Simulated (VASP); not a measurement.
# Li2O (Fm-3m) in VASP: a series of runs

Aim: see how the results for Li2O move with the level of theory and the settings. Levels: PBEsol, LDA. Tasks: relaxation of cell and atoms.

Everything below comes from runs of VASP 6.6.1. Logs are shortened: lines on timing, memory, paths and dates and some standing lists are left out, and cuts for length are marked.

**1. The structure**

It takes space group Fm-3m (No. 225, cubic). Conventional cell: a = 4.627 Å, b = 4.627 Å, c = 4.627 Å, α = 90.00°, β = 90.00°, γ = 90.00°. Li (site symmetry -43m) has 4 O at 2.00 Å as nearest neighbours. O (site symmetry m-3m) has 8 Li at 2.00 Å as nearest neighbours.

**2. Relaxation of cell and atoms, PBEsol**

Contents of INCAR:

```
PREC = Accurate
ENCUT = 600
EDIFF = 1E-7
ISMEAR = 0
SIGMA = 0.02
LREAL = F
LASPH = T
NELM = 60
ALGO = Fast
ISIF = 3
LWAVE = F
LCHARG = F
GGA = PS
IBRION = 2
NSW = 90
EDIFFG = -0.005
```

Contents of KPOINTS:

```
Automatic mesh
0
Gamma
  8 8 8
```

Contents of POSCAR:

```
Li2O
1.0
    0.0000000000      2.3135000000      2.3135000000
    2.3135000000      0.0000000000      2.3135000000
    2.3135000000      2.3135000000      0.0000000000
Li O
2 1
Direct
    0.2500000000      0.2500000000      0.2500000000
    0.7500000000      0.7500000000      0.7500000000
    0.0000000000      0.0000000000      0.0000000000
```

Potentials or basis: VASP PAW PBE potentials, release 64 (Li_sv, O).

Command:

```bash
$ cat potpaw_PBE.64/Li_sv/POTCAR potpaw_PBE.64/O/POTCAR > POTCAR
$ mpirun -np 1 vasp_std > vasp.out
```

OUTCAR:

```text
PREC = Accurate
   ENCUT = 600
   EDIFF = 1E-7
   ISMEAR = 0
   LREAL = F
   LASPH = T
   NELM = 60
   ISIF = 3
   GGA = PS
   IBRION = 2
   NSW = 90
   EDIFFG = -0.005

 ion  position               nearest neighbor table
   1  0.250  0.250  0.250-   3 2.00   3 2.00   3 2.00   3 2.00   2 2.31   2 2.31   2 2.31   2 2.31
                             2 2.31   2 2.31
   2  0.750  0.750  0.750-   3 2.00   3 2.00   3 2.00   3 2.00   1 2.31   1 2.31   1 2.31   1 2.31
                             1 2.31   1 2.31
   3  0.000  0.000  0.000-   2 2.00   2 2.00   2 2.00   1 2.00   2 2.00   1 2.00   1 2.00   1 2.00

  LATTYP: Found a face centered cubic cell.
 ALAT       =     4.6270000000

  Lattice vectors:

 A1 = (   0.0000000000,   2.3135000000,   2.3135000000)
 A2 = (   2.3135000000,   0.0000000000,   2.3135000000)
 A3 = (   2.3135000000,   2.3135000000,   0.0000000000)

Analysis of symmetry for initial positions (statically):
=====================================================================
 Subroutine PRICEL returns:
 Original cell was already a primitive cell.

 Routine SETGRP: Setting up the symmetry group for a
 face centered cubic supercell.

 Subroutine GETGRP returns: Found 48 space group operations
 (whereof 48 operations were pure point group operations)
 out of a pool of 48 trial point group operations.

The static configuration has the point symmetry O_h .

Analysis of symmetry for dynamics (positions and initial velocities):
=====================================================================
 Subroutine PRICEL returns:
 Original cell was already a primitive cell.

 Routine SETGRP: Setting up the symmetry group for a
 face centered cubic supercell.

 Subroutine GETGRP returns: Found 48 space group operations
 (whereof 48 operations were pure point group operations)
 out of a pool of 48 trial point group operations.

The dynamic configuration has the point symmetry O_h .

 Subroutine INISYM returns: Found 48 space group operations
 (whereof 48 operations are pure point group operations),
 and found     1 'primitive' translations

----------------------------------------------------------------------------------------

                                     Primitive cell

  volume of cell :      24.7650

  direct lattice vectors                    reciprocal lattice vectors
     0.000000000  2.313500000  2.313500000    -0.216122758  0.216122758  0.216122758
     2.313500000  0.000000000  2.313500000     0.216122758 -0.216122758  0.216122758
     2.313500000  2.313500000  0.000000000     0.216122758  0.216122758 -0.216122758

  length of vectors
     3.271783077  3.271783077  3.271783077     0.374335597  0.374335597  0.374335597

  position of ions in fractional coordinates (direct lattice)
     0.250000000  0.250000000  0.250000000
     0.750000000  0.750000000  0.750000000
     0.000000000  0.000000000  0.000000000

  ion indices of the primitive-cell ions
   primitive index   ion index
                 1           1
                 2           2
                 3           3

----------------------------------------------------------------------------------------

 KPOINTS: Automatic mesh

Automatic generation of k-mesh.
 Grid dimensions read from file:
 generate k-points for:    8    8    8

 Generating k-lattice:

  Cartesian coordinates                     Fractional coordinates (reciprocal lattice)
    -0.027015345  0.027015345  0.027015345     0.125000000  0.000000000  0.000000000
     0.027015345 -0.027015345  0.027015345     0.000000000  0.125000000  0.000000000
     0.027015345  0.027015345 -0.027015345     0.000000000  0.000000000  0.125000000

  Length of vectors
     0.046791950  0.046791950  0.046791950

  Shift w.r.t. Gamma in fractional coordinates (k-lattice)
     0.000000000  0.000000000  0.000000000

 Subroutine IBZKPT returns following result:
 ===========================================

 Found     29 irreducible k-points:

 Following reciprocal coordinates:
            Coordinates               Weight
  0.000000  0.000000  0.000000      1.000000
  0.125000  0.000000  0.000000      8.000000
  0.250000  0.000000  0.000000      8.000000
  0.375000  0.000000  0.000000      8.000000
  0.500000  0.000000  0.000000      4.000000
  0.125000  0.125000  0.000000      6.000000
[... 16 lines left out ...]
  0.500000  0.250000  0.125000     48.000000
 -0.375000  0.250000  0.125000     24.000000
 [... further k-points ...]
   k-points           NKPTS =     29   k-points in BZ     NKDIM =     29   number of bands    NBANDS=     10
   number of dos      NEDOS =    301   number of ions     NIONS =      3
   total plane-waves  NPLWV =  21952
   dimension x,y,z NGX =    28 NGY =   28 NGZ =   28
   dimension x,y,z NGXF=    56 NGYF=   56 NGZF=   56
   ions per type =               2   1
   NGX,Y,Z   is equivalent  to a cutoff of  14.23, 14.23, 14.23 a.u.
   NGXF,Y,Z  is equivalent  to a cutoff of  28.45, 28.45, 28.45 a.u.
 SYSTEM =  unknown system
   PREC   = accura    normal or accurate (medium, high low for compatibility)
   ISTART =      0    job   : 0-new  1-cont  2-samecut
   ICHARG =      2    charge: 1-file 2-atom 10-const
   ISPIN  =      1    spin polarized calculation?
   LNONCOLLINEAR =      F non collinear calculations
   LSORBIT =      F    spin-orbit coupling
   LASPH  =      T    aspherical Exc in radial PAW
   ENCUT  =  600.0 eV  44.10 Ry    6.64 a.u.   6.53  6.53  6.53*2*pi/ulx,y,z
   NELM   =     60;   NELMIN=  2; NELMDL= -5     # of ELM steps
   EDIFF  = 0.1E-06   stopping-criterion for ELM
   LREAL  =      F    real-space projection
   EDIFFG = -.5E-02   stopping-criterion for IOM
   NSW    =     90    number of steps for IOM
   IBRION =      2    ionic relax: 0-MD 1-quasi-New 2-CG
   NFREE  =      1    steps in history (QN), initial steepest desc. (CG)
   ISIF   =      3    stress and relaxation
   ISYM   =      2    0-nonsym 1-usesym 2-fastsym
   POTIM  = 0.5000    time-step for ionic-motion
   TEBEG  =    0.0;   TEEND  =   0.0 temperature during run
   PSTRESS=    0.0 pullay stress
   NELECT =      12.0000    total number of electrons
   NUPDOWN=      -1.0000    fix difference up-down
   EMIN   =  10.00;   EMAX   =-10.00  energy-range for DOS
   EFERMI =   0.00;   METHOD = LEGACY
   ISMEAR =     0;   SIGMA  =   0.02  broadening in eV -4-tet -1-fermi 0-gaus
   EFERMI_NEDOS =   21; number of points for ismear=-14 and -15
   IALGO  =     68    algorithm
   IMIX   =      4    mixing-type and parameters
     AMIX     =   0.40;   BMIX     =  1.00
     AMIX_MAG =   1.60;   BMIX_MAG =  1.00
  volume/ion in A,a.u.               =       8.26        55.71
  Fermi-wavevector in a.u.,A,eV,Ry     =   1.285846  2.429897 22.495884  1.653401
  Thomas-Fermi vector in A             =   2.417956
   LORBIT       =      0    0 simple, 1 ext, 2 COOP (PROOUT), +10 PAW based schemes
   GGA     = PS    functional components
   LHFCALC =     F    Hartree Fock is set to
   AEXX    =    0.0000 exact exchange contribution
   IVDW    =     0    specifies the selected vdW correction
   LEPSILON=     F    determine dielectric tensor
   LRPA    =     F    only Hartree local field effects (RPA)
 conjugate gradient relaxation of ions
 non-spin polarized calculation
 RMM-DIIS sequential band-by-band and
 Gauss-broadening in eV      SIGMA  =   0.02
  energy-cutoff  :      600.00
  volume of cell :       24.77
 maximum number of plane-waves:       869
 NGX is ok and might be reduce to    28
   NGX = 13   NGY = 13   NGZ = 13

--------------------------------------- Ionic step        1  -------------------------------------------

 number of electron      11.9999999 magnetization

 Free energy of the ion-electron system (eV)
  ---------------------------------------------------
  ext. energy  EPLUGINS =         0.00000000
  ---------------------------------------------------
  free energy    TOTEN  =       -14.74744607 eV

  energy without entropy =      -14.74744607  energy(sigma->0) =      -14.74744607

------------------------ aborting loop because EDIFF is reached ----------------------------------------

  FORCE on cell =-STRESS in cart. coord.  units (eV):
  Direction    XX          YY          ZZ          XY          YZ          ZX
  --------------------------------------------------------------------------------------
  -------------------------------------------------------------------------------------
  Total       -0.3758390     -0.3758390     -0.3758390      0.0000000      0.0000000      0.0000000
  in kB      -24.3149809    -24.3149809    -24.3149809      0.0000000      0.0000000      0.0000000
  external PRESSURE =     -24.3149809 kB  Pullay stress =       0.0000000 kB
[... 22 lines left out ...]
  energy  without entropy=      -14.7474460691  energy(sigma->0) =      -14.74744607

--------------------------------------- Ionic step        2  -------------------------------------------

 number of electron      12.0000002 magnetization

 E-fermi :   1.4387     XC(G=0):  -9.9790

 val. band max:        1.2967181641   @ k =   0.0000   0.0000   0.0000
 cond. band min:       6.1395943727   @ k =   0.5000   0.5000   0.0000
 fundamental gap:      4.8428762086
 Fermi energy:         1.4386551454

 k-point     1 :       0.0000    0.0000    0.0000
  band No.  band energies     occupation
      1     -40.9541      2.00000
      2     -40.5884      2.00000
      3     -14.0786      2.00000
      4       1.2967      2.00000
      5       1.2967      2.00000
      6       1.2967      2.00000
      7       6.5582      0.00000
      8      13.1712      0.00000
      9      13.1712      0.00000
     10      13.1713      0.00000
[... 333 lines left out ...]
  energy  without entropy=      -14.7523106718  energy(sigma->0) =      -14.75231067

--------------------------------------- Ionic step        3  -------------------------------------------

 number of electron      12.0000003 magnetization

 Free energy of the ion-electron system (eV)
  ---------------------------------------------------
  ext. energy  EPLUGINS =         0.00000000
  ---------------------------------------------------
  free energy    TOTEN  =       -14.75333346 eV

  energy without entropy =      -14.75333346  energy(sigma->0) =      -14.75333346

 E-fermi :   1.6131     XC(G=0): -10.0346

 val. band max:        1.3657461442   @ k =   0.0000   0.0000   0.0000
 cond. band min:       6.2318191287   @ k =   0.5000   0.5000   0.0000
 fundamental gap:      4.8660729845
 Fermi energy:         1.6130830162

 k-point     1 :       0.0000    0.0000    0.0000
  band No.  band energies     occupation
      1     -40.8622      2.00000
      2     -40.4813      2.00000
      3     -14.0304      2.00000
      4       1.3657      2.00000
      5       1.3657      2.00000
      6       1.3657      2.00000
      7       6.7221      0.00000
      8      13.3111      0.00000
      9      13.3111      0.00000
     10      13.3112      0.00000
[... 329 lines left out ...]
  FREE ENERGIE OF THE ION-ELECTRON SYSTEM (eV)
  ---------------------------------------------------
  free  energy   TOTEN  =       -14.7533334590 eV

  energy  without entropy=      -14.7533334590  energy(sigma->0) =      -14.75333346

 reached required accuracy - stopping structural energy minimisation
```

Run time: 61 s. Hardware: 1 thread of Intel Xeon Platinum 8375C at 2.90GHz (Ice Lake), shared host; peak memory 0.15 GiB.

Results:

```yaml
Free_energy: -14.7533 eV
Relaxed_volume: 8.00 Å³/atom
Relaxed_cell: a = 3.238 Å, b = 3.238 Å, c = 3.238 Å, α = 60.00°, β = 60.00°, γ = 60.00°
Space_group_after_relaxing_to_0.05_Å: Fm-3m (No. 225)
Energy_gained_by_relaxing: 2.0 meV/atom
Ionic_steps: 3
Pressure_after_relaxing: 0.0 GPa
Band_gap_on_the_k_mesh: 4.87 eV, indirect (least direct gap 5.36 eV)
```

Step by step:
| step | energy change (eV) | largest force (eV/Å) | pressure (GPa) | volume (Å³) |
| --- | --- | --- | --- | --- |
| 1 | 0.0000 | 0.0000 | -2.43 | 24.77 |
| 2 | -0.0049 | 0.0000 | -1.05 | 24.32 |
| 3 | -0.0059 | 0.0000 | -0.02 | 24.01 |

Final structure:
```
CELL_PARAMETERS angstrom
0.00000 2.28967 2.28967
2.28967 0.00000 2.28967
2.28967 2.28967 0.00000
ATOMIC_POSITIONS crystal
Li 0.25000 0.25000 0.25000
Li 0.75000 0.75000 0.75000
O 0.00000 0.00000 0.00000
```

Levels at points of the mesh, in eV from the valence-band top:
| k point | band 2 | band 3 | band 4 | band 5 | band 6 | band 7 | band 8 | band 9 | band 10 |
| --- | --- | --- | --- | --- | --- | --- | --- | --- | --- |
| (0.00, 0.00, 0.00) | -41.85 | -15.40 | 0.00 | 0.00 | 0.00 | 5.36 | 11.95 | 11.95 | 11.95 |
| (0.50, 0.00, 0.00) | -42.02 | -15.17 | -2.87 | -0.47 | -0.47 | 9.25 | 9.99 | 12.06 | 12.06 |
| (0.50, 0.50, 0.00) | -41.95 | -15.12 | -1.63 | -1.45 | -1.45 | 4.87 | 13.65 | 13.65 | 14.98 |

Caveat: the cutoff is under 1.25 times the usual one of these potentials, so pressure, stress and relaxed cells hold a basis-set (Pulay) error; the PAW data sets were made with another functional, which shifts forces and pressure a little.

**3. Relaxation of cell and atoms, LDA**

INCAR: that of step 2 with these lines changed.

```diff
@@ -12,3 +12,3 @@
 LCHARG = F
-GGA = PS
+GGA = CA
 IBRION = 2
```

KPOINTS is that of step 2.

POSCAR is that of step 2.

Potentials or basis: VASP PAW LDA potentials, release 64 (Li_sv, O).

Command:

```bash
$ cat potpaw_LDA.64/Li_sv/POTCAR potpaw_LDA.64/O/POTCAR > POTCAR
$ mpirun -np 1 vasp_std > vasp.out
```

Wall time 77 s (1 thread of Intel Xeon Platinum 8375C at 2.90GHz (Ice Lake), shared host); peak memory 0.13 GiB.

It converged, with:

* Free energy: -15.7608 eV
* Relaxed volume: 7.52 Å³/atom
* Relaxed cell: a = 3.171 Å, b = 3.171 Å, c = 3.171 Å, α = 60.00°, β = 60.00°, γ = 60.00°
* Space group after relaxing (to 0.05 Å): Fm-3m (No. 225)
* Energy gained by relaxing: 18.1 meV/atom
* Ionic steps: 4
* Pressure after relaxing: 0.0 GPa
* Band gap on the k mesh: 4.95 eV, indirect (least direct gap 5.94 eV)

Step by step:
```
step  energy change (eV)  largest force (eV/Å)  pressure (GPa)  volume (Å³)
   1              0.0000                0.0000           -7.28        24.77
   2             -0.0446                0.0000           -3.36        23.44
   3             -0.0542                0.0000           -0.28        22.62
   4             -0.0543                0.0000            0.02        22.55
```

Final structure:
```
CELL_PARAMETERS angstrom
0.00000 2.24243 2.24243
2.24243 0.00000 2.24243
2.24243 2.24243 0.00000
ATOMIC_POSITIONS crystal
Li 0.25000 0.25000 0.25000
Li 0.75000 0.75000 0.75000
O 0.00000 0.00000 0.00000
```

Levels at points of the mesh, in eV from the valence-band top:
| k point | band 4 | band 5 | band 6 | band 7 | band 8 | band 9 |
| --- | --- | --- | --- | --- | --- | --- |
| (0.00, 0.00, 0.00) | 0.00 | 0.00 | 0.00 | 5.94 | 12.08 | 12.08 |
| (0.50, 0.00, 0.00) | -3.03 | -0.51 | -0.51 | 9.67 | 10.60 | 12.25 |
| (0.50, 0.50, 0.00) | -1.66 | -1.59 | -1.59 | 4.95 | 14.09 | 14.09 |

Caveat: the cutoff is under 1.25 times the usual one of these potentials, so pressure, stress and relaxed cells hold a basis-set (Pulay) error. Zero-point motion and thermal expansion aren't in these numbers.
